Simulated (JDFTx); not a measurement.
## Sr under changes of volume

One of the cells (57.751 Å³/atom); the others are scaled copies at fixed shape and fractional positions:

```
Sr
1.0
    -2.43500    2.43500    2.43500
     2.43500   -2.43500    2.43500
     2.43500    2.43500   -2.43500
Sr
1
Direct
  0.00000 0.00000 0.00000
```

This isn't the form of Sr at room conditions, which is fcc.

| Quantity | Value |
| --- | --- |
| Program | JDFTx 1.7.0 (patched build) |
| Functional | PBE |
| Potentials or basis | PseudoDojo-SR-PBE-0.5-standard |
| Cutoff | 925 eV |
| Density cutoff | 3701 eV |
| k mesh | 8 × 8 × 8 |
| Occupations | fermi-dirac, width 0.05 eV |
| Spin | no spin polarisation |

| volume (Å³/atom) | energy over the lowest point (meV/atom) | pressure (GPa) |
| --- | --- | --- |
| 54.286 | 0.00 | -0.1 |
| 55.441 | 1.60 | -0.3 |
| 56.596 | 4.87 | -0.5 |
| 57.751 | 9.60 | -0.7 |
| 58.906 | 15.62 | -0.9 |
| 60.061 | 22.77 | -1.0 |
| 61.216 | ? | ? |

Q: What does the run at 61.216 Å³/atom give?

A: Energy over the lowest point 30.90 meV/atom; pressure -1.2 GPa.

Worked out: A Birch-Murnaghan fit of order 3 (a polynomial in V^(-2/3)) to the other rows has its minimum at 53.87 Å³/atom, just outside them, with B0 = V·E''(V) = 12.8 GPa and B' = 5.0. It gives 30.91 meV/atom at 61.216 Å³/atom, against the run's 30.90, and -dE/dV = -1.2 GPa, against -1.2.

Energies are extrapolated to zero smearing.

Caveats: the cell was measured hot, at 901 K.
